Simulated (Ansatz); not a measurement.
Ta under changes of volume

One of the cells (18.010 Å³/atom); the others are scaled copies at fixed shape and fractional positions:

```
Ta
1.0
    -1.65128    1.65128    1.65128
     1.65128   -1.65128    1.65128
     1.65128    1.65128   -1.65128
Ta
1
Direct
  0.00000 0.00000 0.00000
```

* Program: Ansatz 0.2.0
* Functional: r2SCAN
* Potentials or basis: Ansatz PAW
* Cutoff: 500 eV (not typed: the program's choice for these potentials)
* k mesh: 11 × 11 × 11
* Occupations: fermi-dirac, width 0.05 eV
* Spin: no spin polarisation

| volume (Å³/atom) | energy over the lowest point (meV/atom) | pressure (GPa) |
| --- | --- | --- |
| 16.930 | ? | ? |
| 17.290 | 18.32 | 8.9 |
| 17.650 | 4.30 | 4.2 |
| 18.010 | 0.00 | 0.1 |
| 18.371 | 4.50 | -3.8 |
| 18.731 | 17.07 | -7.3 |
| 19.091 | 37.13 | -10.5 |

Task: What does the run at 16.930 Å³/atom give?

Result: Energy over the lowest point 43.28 meV/atom; pressure 14.0 GPa.

Worked out: A Birch-Murnaghan fit of order 3 (a polynomial in V^(-2/3)) to the other rows has its minimum at 18.00 Å³/atom with B0 = V·E''(V) = 197 GPa and B' = 3.4. It gives 42.82 meV/atom at 16.930 Å³/atom, against the run's 43.28, and -dE/dV = 13.4 GPa, against 14.0.

Energies are extrapolated to zero smearing.

Caveats: the PAW data sets come from PBE, with cores solved anew for the run's functional, which leaves a small shift of forces and pressure.
